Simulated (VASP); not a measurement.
# CdSe (P6_3mc) in VASP: single point with r2SCAN

Aim: the single point of CdSe with r2SCAN.

All numbers are computed with VASP 6.6.1; they aren't measurements. Logs are shortened: lines on timing, memory, paths and dates and some standing lists are left out, and cuts for length are marked.

**Measured values to compare with.**

A printed reference work, data compilation reports, for a bulk crystal of CdSe at 2 K: band gap 1.841 eV.

How close the calculation comes is told below.

### 1 Starting point

Symmetry: P6_3mc, No. 186, hexagonal system. The conventional cell has a = 4.346 Å, b = 4.346 Å, c = 7.090 Å, α = 90.00°, β = 90.00°, γ = 120.00°. Cd (site symmetry 3m) has 4 Se at 2.66 to 2.67 Å as nearest neighbours. Se (site symmetry 3m) has 4 Cd at 2.66 to 2.67 Å as nearest neighbours.

The cell is a database's computed one.

### 2 Single point, r2SCAN

The input, POSCAR:

```
CdSe
1.0
    4.3460853832      0.0000000000      0.0000000000
   -2.1730426916      3.7638203488      0.0000000000
    0.0000000000      0.0000000000      7.0898398800
Cd Se
2 2
Direct
    0.6666666667      0.3333333333      0.4999533600
    0.3333333333      0.6666666667      0.9999533600
    0.6666666667      0.3333333333      0.8759066400
    0.3333333333      0.6666666667      0.3759066400
```

The input, INCAR.step1:

```
SYSTEM = CdSe
PREC = Accurate
ENCUT = 520
ISMEAR = -1
SIGMA = 0.01
LREAL = .False.
LASPH = .True.
NELM = 100
NBANDS = 26
GGA = PE
ALGO = Normal
EDIFF = 1E-4
LWAVE = .True.
LCHARG = .False.
```

The input, INCAR.step2:

```
SYSTEM = CdSe
PREC = Accurate
ENCUT = 520
EDIFF = 1E-6
ISMEAR = -1
SIGMA = 0.01
LREAL = .False.
LASPH = .True.
NELM = 100
ALGO = Normal
ISIF = 2
LWAVE = .False.
LCHARG = .False.
METAGGA = R2SCAN
LMIXTAU = .True.
NBANDS = 26
ISTART = 1
```

The input, KPOINTS:

```
regular mesh
0
Gamma
  8 8 5
  0 0 0
```

Potentials or basis: VASP PAW PBE potentials, release 64 (Cd, Se).

Launch:

```sh
$ cat potpaw_PBE.64/Cd/POTCAR potpaw_PBE.64/Se/POTCAR > POTCAR
$ cp INCAR.step1 INCAR
$ mpirun -np 1 vasp_std > vasp.out
$ cp INCAR.step2 INCAR
$ mpirun -np 1 vasp_std > vasp.out
```

OUTCAR:

```text
SYSTEM = CdSe
   PREC = Accurate
   ENCUT = 520
   EDIFF = 1E-6
   ISMEAR = -1
   LREAL = .False.
   LASPH = .True.
   NELM = 100
   ISIF = 2
   METAGGA = R2SCAN
   ISTART = 1

 ion  position               nearest neighbor table
   1  0.667  0.333  0.500-   4 2.66   4 2.66   4 2.66   3 2.67
   2  0.333  0.667  1.000-   3 2.66   3 2.66   3 2.66   4 2.67
   3  0.667  0.333  0.876-   2 2.66   2 2.66   2 2.66   1 2.67
   4  0.333  0.667  0.376-   1 2.66   1 2.66   1 2.66   2 2.67

  LATTYP: Found a hexagonal cell.
 ALAT       =     4.3460853832
 C/A-ratio  =     1.6313162892

  Lattice vectors:

 A1 = (   4.3460853832,   0.0000000000,   0.0000000000)
 A2 = (  -2.1730426916,   3.7638203488,   0.0000000000)
 A3 = (   0.0000000000,   0.0000000000,   7.0898398800)

Analysis of symmetry for initial positions (statically):
=====================================================================
 Subroutine PRICEL returns:
 Original cell was already a primitive cell.

 Routine SETGRP: Setting up the symmetry group for a
 hexagonal supercell.

 Subroutine GETGRP returns: Found 12 space group operations
 (whereof  6 operations were pure point group operations)
 out of a pool of 24 trial point group operations.

The static configuration has the point symmetry C_3v.
 The point group associated with its full space group is C_6v.

Analysis of symmetry for dynamics (positions and initial velocities):
=====================================================================
 Subroutine PRICEL returns:
 Original cell was already a primitive cell.

 Routine SETGRP: Setting up the symmetry group for a
 hexagonal supercell.

 Subroutine GETGRP returns: Found 12 space group operations
 (whereof  6 operations were pure point group operations)
 out of a pool of 24 trial point group operations.

The dynamic configuration has the point symmetry C_3v.
 The point group associated with its full space group is C_6v.

 Subroutine INISYM returns: Found 12 space group operations
 (whereof  6 operations are pure point group operations),
 and found     1 'primitive' translations

----------------------------------------------------------------------------------------

                                     Primitive cell

  volume of cell :     115.9748

  direct lattice vectors                    reciprocal lattice vectors
     4.346085383  0.000000000  0.000000000     0.230092120  0.132843747  0.000000000
    -2.173042692  3.763820349  0.000000000     0.000000000  0.265687495  0.000000000
     0.000000000  0.000000000  7.089839880     0.000000000  0.000000000  0.141046909

  length of vectors
     4.346085383  4.346085383  7.089839880     0.265687495  0.265687495  0.141046909

  position of ions in fractional coordinates (direct lattice)
     0.666666667  0.333333333  0.499953360
     0.333333333  0.666666667  0.999953360
     0.666666667  0.333333333  0.875906640
     0.333333333  0.666666667  0.375906640

  ion indices of the primitive-cell ions
   primitive index   ion index
                 1           1
                 2           2
                 3           3
                 4           4

----------------------------------------------------------------------------------------

 KPOINTS: regular mesh

Automatic generation of k-mesh.
 Grid dimensions read from file:
 generate k-points for:    8    8    5

 Generating k-lattice:

  Cartesian coordinates                     Fractional coordinates (reciprocal lattice)
     0.028761515  0.016605468  0.000000000     0.125000000  0.000000000  0.000000000
     0.000000000  0.033210937  0.000000000     0.000000000  0.125000000  0.000000000
     0.000000000  0.000000000  0.028209382     0.000000000  0.000000000  0.200000000

  Length of vectors
     0.033210937  0.033210937  0.028209382

  Shift w.r.t. Gamma in fractional coordinates (k-lattice)
     0.000000000  0.000000000  0.000000000

 Subroutine IBZKPT returns following result:
 ===========================================

 Found     30 irreducible k-points:

 Following reciprocal coordinates:
            Coordinates               Weight
  0.000000  0.000000  0.000000      1.000000
  0.125000  0.000000  0.000000      6.000000
  0.250000  0.000000  0.000000      6.000000
  0.375000  0.000000  0.000000      6.000000
  0.500000  0.000000  0.000000      3.000000
  0.125000  0.125000  0.000000      6.000000
[... 16 lines left out ...]
  0.250000  0.000000  0.400000     12.000000
  0.375000  0.000000  0.400000     12.000000
 [... further k-points ...]
   k-points           NKPTS =     30   k-points in BZ     NKDIM =     30   number of bands    NBANDS=     26
   number of dos      NEDOS =    301   number of ions     NIONS =      4
   total plane-waves  NPLWV =  55296
   dimension x,y,z NGX =    32 NGY =   32 NGZ =   54
   dimension x,y,z NGXF=    64 NGYF=   64 NGZF=  108
   ions per type =               2   2
   NGX,Y,Z   is equivalent  to a cutoff of  12.24, 12.24, 12.66 a.u.
   NGXF,Y,Z  is equivalent  to a cutoff of  24.48, 24.48, 25.32 a.u.
 SYSTEM =  CdSe
   PREC   = accura    normal or accurate (medium, high low for compatibility)
   ISTART =      1    job   : 0-new  1-cont  2-samecut
   ICHARG =      0    charge: 1-file 2-atom 10-const
   ISPIN  =      1    spin polarized calculation?
   LNONCOLLINEAR =      F non collinear calculations
   LSORBIT =      F    spin-orbit coupling
   LASPH  =      T    aspherical Exc in radial PAW
   ENCUT  =  520.0 eV  38.22 Ry    6.18 a.u.   8.08  8.08 13.18*2*pi/ulx,y,z
   NELM   =    100;   NELMIN=  2; NELMDL=  0     # of ELM steps
   EDIFF  = 0.1E-05   stopping-criterion for ELM
   LREAL  =      F    real-space projection
[... 7 lines left out ...]
   TEBEG  =    0.0;   TEEND  =   0.0 temperature during run
   PSTRESS=    0.0 pullay stress
   NELECT =      36.0000    total number of electrons
   NUPDOWN=      -1.0000    fix difference up-down
   EMIN   =  10.00;   EMAX   =-10.00  energy-range for DOS
   EFERMI =   0.00;   METHOD = LEGACY
   ISMEAR =    -1;   SIGMA  =   0.01  broadening in eV -4-tet -1-fermi 0-gaus
   EFERMI_NEDOS =   21; number of points for ismear=-14 and -15
   IALGO  =     38    algorithm
   IMIX   =      4    mixing-type and parameters
     AMIX     =   0.40;   BMIX     =  1.00
     AMIX_MAG =   1.60;   BMIX_MAG =  1.00
  volume/ion in A,a.u.               =      28.99       195.66
  Fermi-wavevector in a.u.,A,eV,Ry     =   1.108463  2.094691 16.717341  1.228690
  Thomas-Fermi vector in A             =   2.244990
   LORBIT       =      0    0 simple, 1 ext, 2 COOP (PROOUT), +10 PAW based schemes
   METAGGA = R2SCAN    functional components
   LHFCALC =     F    Hartree Fock is set to
   AEXX    =    0.0000 exact exchange contribution
   IVDW    =     0    specifies the selected vdW correction
   LEPSILON=     F    determine dielectric tensor
   LRPA    =     F    only Hartree local field effects (RPA)
 non-spin polarized calculation
  energy-cutoff  :      520.00
  volume of cell :      115.97
 maximum number of plane-waves:      3144
   NGX = 17   NGY = 17   NGZ = 27

 number of electron      36.0000002 magnetization

 Free energy of the ion-electron system (eV)
  ---------------------------------------------------
  ext. energy  EPLUGINS =         0.00000000
  ---------------------------------------------------
  free energy    TOTEN  =       -71.83307888 eV

  energy without entropy =      -71.83307888  energy(sigma->0) =      -71.83307888

 E-fermi :   0.6067     XC(G=0):  -9.2760

 val. band max:        0.4096407094   @ k =   0.0000   0.0000   0.0000
 cond. band min:       1.4928113200   @ k =   0.0000   0.0000   0.0000
 fundamental gap:      1.0831706106
 Fermi energy:         0.6067294543

 k-point     1 :       0.0000    0.0000    0.0000
  band No.  band energies     occupation
      1     -12.4445      2.00000
      2     -12.0864      2.00000
      3      -7.6523      2.00000
      4      -7.6473      2.00000
      5      -7.6473      2.00000
      6      -7.5798      2.00000
[... 18 lines left out ...]
     25       7.9560      0.00000
     26       8.4446      0.00000

 k-point     2 :       0.1250    0.0000    0.0000
  band No.  band energies     occupation
      1     -12.3988      2.00000
      2     -12.0655      2.00000
      3      -7.6383      2.00000
      4      -7.6306      2.00000
      5      -7.6085      2.00000
      6      -7.5583      2.00000
[... 18 lines left out ...]
     25       8.1649      0.00000
     26       8.3206      0.00000

 k-point     3 :       0.2500    0.0000    0.0000
  band No.  band energies     occupation
      1     -12.2834      2.00000
      2     -12.0191      2.00000
      3      -7.6043      2.00000
      4      -7.5947      2.00000
      5      -7.5159      2.00000
      6      -7.5019      2.00000
[... 18 lines left out ...]
     25       8.3553      0.00000
     26       8.8318      0.00000

 k-point     4 :       0.3750    0.0000    0.0000
  band No.  band energies     occupation
      1     -12.1551      2.00000
      2     -11.9837      2.00000
      3      -7.5774      2.00000
      4      -7.5672      2.00000
      5      -7.4496      2.00000
      6      -7.4486      2.00000
[... 18 lines left out ...]
     25       8.7163      0.00000
     26       9.5902      0.00000

 k-point     5 :       0.5000    0.0000    0.0000
  band No.  band energies     occupation
      1     -12.0924      2.00000
      2     -11.9783      2.00000
      3      -7.5688      2.00000
      4      -7.5587      2.00000
      5      -7.4278      2.00000
      6      -7.4107      2.00000
[... 18 lines left out ...]
     25       8.7556      0.00000
     26      10.6049      0.00000

 k-point     6 :       0.1250    0.1250    0.0000
  band No.  band energies     occupation
      1     -12.3182      2.00000
      2     -12.0320      2.00000
      3      -7.6114      2.00000
      4      -7.6066      2.00000
      5      -7.5389      2.00000
      6      -7.5247      2.00000
[... 427 lines left out ...]
 k-point    21 :       0.0000    0.0000    0.4000
  band No.  band energies     occupation
      1     -12.3199      2.00000
      2     -12.2089      2.00000
      3      -7.6276      2.00000
      4      -7.6276      2.00000
      5      -7.6068      2.00000
      6      -7.6068      2.00000
[... 18 lines left out ...]
     25       7.3582      0.00000
     26       7.3582      0.00000

 k-point    22 :       0.1250    0.0000    0.4000
  band No.  band energies     occupation
      1     -12.2820      2.00000
      2     -12.1787      2.00000
      3      -7.6082      2.00000
      4      -7.6075      2.00000
      5      -7.5865      2.00000
      6      -7.5855      2.00000
[... 18 lines left out ...]
     25       7.6927      0.00000
     26       7.7156      0.00000

 k-point    23 :       0.2500    0.0000    0.4000
  band No.  band energies     occupation
      1     -12.1886      2.00000
      2     -12.1066      2.00000
      3      -7.5724      2.00000
      4      -7.5637      2.00000
      5      -7.5436      2.00000
      6      -7.5350      2.00000
[... 18 lines left out ...]
     25       7.9307      0.00000
     26       8.4819      0.00000

 k-point    24 :       0.3750    0.0000    0.4000
  band No.  band energies     occupation
      1     -12.0909      2.00000
      2     -12.0377      2.00000
      3      -7.5555      2.00000
      4      -7.5249      2.00000
      5      -7.5168      2.00000
      6      -7.4878      2.00000
[... 18 lines left out ...]
     25       8.3841      0.00000
     26       9.1799      0.00000

 [... further k-points ...]

------------------------ aborting loop because EDIFF is reached ----------------------------------------

  FORCE on cell =-STRESS in cart. coord.  units (eV):
  Direction    XX          YY          ZZ          XY          YZ          ZX
  --------------------------------------------------------------------------------------
  -------------------------------------------------------------------------------------
  Total        0.0166223      0.0166223     -0.0034627      0.0000000      0.0000000      0.0000000
  in kB        0.2296350      0.2296350     -0.0478373      0.0000000      0.0000000      0.0000000
  external PRESSURE =       0.1371442 kB  Pullay stress =       0.0000000 kB

 VOLUME and BASIS-vectors are now :
 -----------------------------------------------------------------------------
  energy-cutoff  :      520.00
  volume of cell :      115.97
      direct lattice vectors                 reciprocal lattice vectors
     4.346085383  0.000000000  0.000000000     0.230092120  0.132843747  0.000000000
    -2.173042692  3.763820349  0.000000000     0.000000000  0.265687495  0.000000000
     0.000000000  0.000000000  7.089839880     0.000000000  0.000000000  0.141046909

 POSITION                                       TOTAL-FORCE (eV/Angst)
 -----------------------------------------------------------------------------------
      2.17304      1.25461      3.54459        -0.000000      0.000000      0.003329
     -0.00000      2.50921      7.08951         0.000000     -0.000000      0.003329
      2.17304      1.25461      6.21004         0.000000     -0.000000     -0.003329
     -0.00000      2.50921      2.66512         0.000000      0.000000     -0.003329
 -----------------------------------------------------------------------------------
    total drift:                               -0.000000      0.000000     -0.003789

  FREE ENERGIE OF THE ION-ELECTRON SYSTEM (eV)
  ---------------------------------------------------
  free  energy   TOTEN  =       -71.8330788769 eV

  energy  without entropy=      -71.8330788769  energy(sigma->0) =      -71.83307888
```

Wall time 2.9 min (1 thread of AMD EPYC 9R45 (Zen 5), shared host); peak memory 0.24 GiB.

What came out:

- Free energy: -71.8331 eV
- Pressure: 0.0 GPa
- Largest force: 0.003 eV/Å
- Band gap on the k mesh: 1.08 eV, direct

Forces on the atoms (eV/Å):
```
Cd   0.000  0.000  0.003
Cd   0.000  0.000  0.003
Se   0.000  0.000 -0.003
Se   0.000  0.000 -0.003
```

Levels at points of the mesh, in eV from the valence-band top:
```
           k point  band 16  band 17  band 18  band 19  band 20  band 21
(0.00, 0.00, 0.00)    -0.04     0.00     0.00     1.08     2.63     6.38
(0.50, 0.00, 0.00)    -1.79    -1.27    -0.73     3.62     3.71     5.09
```

Caveat: the PAW data sets were made with another functional, which shifts forces and pressure a little.

### 3 Against experiment

Step 2. Against the measured gap of CdSe, 1.841 eV (2 K; a printed reference work, data compilation), the calculated 1.08 eV is off by -0.76 eV. Spin-orbit coupling on Cd, Se is left out. The value is that of r2SCAN, without temperature or zero-point motion. The cell is a database's relaxed one, not the measured one, which moves gaps too.
